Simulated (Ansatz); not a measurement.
Where the states of Zn lie

```xyz
1
Lattice="-1.5664 1.5664 1.5664 1.5664 -1.5664 1.5664 1.5664 1.5664 -1.5664" Properties=species:S:1:pos:R:3 pbc="T T T"
Zn    0.0000    0.0000    0.0000
```

The structure comes from a relaxation in the same program, started in the bcc type, and has space group Im-3m. Whether it is a known phase or the ground state wasn't checked.

Theory: DFT, PBE, all-electron LAPW, scalar-relativistic in Ansatz 0.2.0.

Numerical set-up: a Γ-centred 17×17×17 k mesh, Fermi–Dirac smearing of 0.05 eV, basis error target 1 meV/atom, no spin polarisation.

States per eV and cell, averaged over 0.6 eV, from -9.4 to 2.4 eV, with energies (bin centres) from the Fermi level; empty bins are left out. The partial columns, the largest 2 alone, are projections on Löwdin-orthogonalised atomic shells (those that the program's projection atoms carry: the occupied ones and, for some elements, an empty d or f shell; other empty shells have no column), summed over atoms of an element. Weights on diffuse s and p shells depend on that basis and aren't pure angular character.

```json
{"E (eV)": "-9.2", "total": "0.13", "Zn 3d": "0.01", "Zn 4s": "0.12"}
{"E (eV)": "-8.6", "total": "0.52", "Zn 3d": "0.29", "Zn 4s": "0.23"}
{"E (eV)": "-8.0", "total": "6.29", "Zn 3d": "6.04", "Zn 4s": "0.23"}
{"E (eV)": "-7.4", "total": "8.46", "Zn 3d": "8.32", "Zn 4s": "0.11"}
{"E (eV)": "-6.8", "total": "1.76", "Zn 3d": "1.66", "Zn 4s": "0.10"}
{"E (eV)": "-6.2", "total": "0.22", "Zn 3d": "0.09", "Zn 4s": "0.13"}
{"E (eV)": "-5.6", "total": "0.22", "Zn 3d": "0.05", "Zn 4s": "0.15"}
{"E (eV)": "-5.0", "total": "0.23", "Zn 3d": "0.04", "Zn 4s": "0.17"}
{"E (eV)": "-4.4", "total": "0.24", "Zn 3d": "0.03", "Zn 4s": "0.17"}
{"E (eV)": "-3.8", "total": "0.25", "Zn 3d": "0.02", "Zn 4s": "0.17"}
{"E (eV)": "-3.2", "total": "0.27", "Zn 3d": "0.02", "Zn 4s": "0.17"}
{"E (eV)": "-2.6", "total": "0.31", "Zn 3d": "0.02", "Zn 4s": "0.15"}
{"E (eV)": "-2.0", "total": "0.27", "Zn 3d": "0.01", "Zn 4s": "0.12"}
{"E (eV)": "-1.4", "total": "0.23", "Zn 3d": "0.01", "Zn 4s": "0.10"}
{"E (eV)": "-0.8", "total": "0.23", "Zn 3d": "0.01", "Zn 4s": "0.10"}
{"E (eV)": "-0.2", "total": "0.30", "Zn 3d": "0.01", "Zn 4s": "0.16"}
{"E (eV)": "0.4", "total": "0.33", "Zn 3d": "0.01", "Zn 4s": "0.16"}
{"E (eV)": "1.0", "total": "0.36", "Zn 3d": "0.01", "Zn 4s": "0.15"}
{"E (eV)": "1.6", "total": "0.36", "Zn 3d": "0.01", "Zn 4s": "0.12"}
{"E (eV)": "2.2", "total": "0.35", "Zn 3d": "0.00", "Zn 4s": "0.09"}
```

(1) Where is the centre of the filled Zn 3d states between -14 eV and the top of the filled states?

Answers

(1) -7.51 eV from the Fermi level.
